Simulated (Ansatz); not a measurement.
A run of Ansatz 0.2.0 is set up as follows.

input.yaml

```yaml
crystal:
  lattice:
    - [5.556395, 0.0, 0.0]
    - [0.0, 3.333597, 0.0]
    - [0.0, 0.0, 6.504995]
  atoms:
    - { symbol: Hf, position: [0.748682, 0.75, 0.607871] }
    - { symbol: Hf, position: [0.251318, 0.25, 0.392129] }
    - { symbol: Hf, position: [0.248682, 0.75, 0.892129] }
    - { symbol: Hf, position: [0.751318, 0.25, 0.107871] }
    - { symbol: O, position: [0.639499, 0.25, 0.4234] }
    - { symbol: O, position: [0.360501, 0.75, 0.5766] }
    - { symbol: O, position: [0.139499, 0.25, 0.0766] }
    - { symbol: O, position: [0.860501, 0.75, 0.9234] }
    - { symbol: O, position: [0.520794, 0.25, 0.841453] }
    - { symbol: O, position: [0.479206, 0.75, 0.158547] }
    - { symbol: O, position: [0.020794, 0.25, 0.658547] }
    - { symbol: O, position: [0.979206, 0.75, 0.341453] }
hamiltonian:
  xc: pbe
  pseudopotentials: { kind: paw }
kpoints:
  mp_grid: { grid: [4, 6, 3] }
scf:
  occupations: { method: fermi_dirac, width: 0.05 }
output:
  forces: true
  stress: true
  eigenvalues: true
relax:
  f_tol: 0.01
  max_steps: 40
  cell: { stress_tol: 0.05, p_target: 30.0 }
```

Potentials or basis: Ansatz PAW.

The run is started by

```bash
$ ansatz run input.yaml --threads 4 --pin off --max-ram 11264MiB --backend cpu --events-out ev --progress --plain --runs-dir out
```

(1) What does it give for the space group after relaxing (to 0.05 Å)?

(2) Estimate the relaxed volume.

## Answers

(1) Pnma (No. 62).

(2) 9.18 Å³/atom.

Caveat: odd divisions of the mesh miss points on the zone boundary, where band edges often lie, so the gap on the mesh can be too wide; the pressure holds a Pulay correction of +1.0 GPa for the finite cutoff; spin-orbit coupling is left out, which moves the levels of the heavy elements.
